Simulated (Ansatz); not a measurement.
**EuS**

```
Eu S
1.0
     0.00000    2.92422    2.92422
     2.92422    0.00000    2.92422
     2.92422    2.92422    0.00000
Eu S
1 1
Cartesian
  0.0000 0.0000 0.0000
  2.9242 2.9242 2.9242
```

Atom numbers follow the list: Eu1, S2.

The structure comes from a relaxation in the same program, started in the rocksalt type, and has space group Fm-3m. Whether it is a known phase or the ground state wasn't checked.

Where the f shell is localised, expect the real compound to differ from this run without U.

The magnetic state is the one reached from the start moments; no search over orders was made, so it needn't be the ground state.

No spin–orbit coupling, which matters for the heavy atoms here.

All numbers are computed: DFT, PBE, all-electron LAPW, scalar-relativistic (Ansatz 0.2.0); DFT, PBE, PAW with Ansatz's default frozen-core files, scalar-relativistic (Ansatz 0.2.0).

For LAPW: a Γ-centred 10×10×10 k mesh, Fermi–Dirac smearing of 0.08 eV, basis error target 0.25 meV/atom, spin-polarised from start moments Eu1 7 μB. PAW takes a cutoff of 420 eV at this cell. The Ansatz runs share mesh, smearing and spin set-up. Values come from LAPW unless marked.

```
Moment of the cell : 6.95 μB
Volume per atom    : 168.7 bohr³
```

(1) Moments in the spheres: what does the calculation give?

(2) Predict this quantity. Löwdin charges (with 0.04 e of the cell spilling out of the atomic basis, so their sizes and signs hang on that basis).

(3) Predict this quantity. Band gap.

(4) Give the computed value. Bader charges (from the PAW run).

(5) Give the computed value. Pressure at this cell.

(6) Give the computed value. Density of states at the Fermi level (0.2 eV bin).

Answers

(1) Eu1 6.87, S2 -0.06 μB.

(2) Eu1 0.26, S2 -0.22 e.

(3) none: bands cross the Fermi level, a metal.

(4) Eu1 +1.44, S2 -1.44 e.

(5) 0.11 GPa.

(6) 0.36 states/eV per cell.
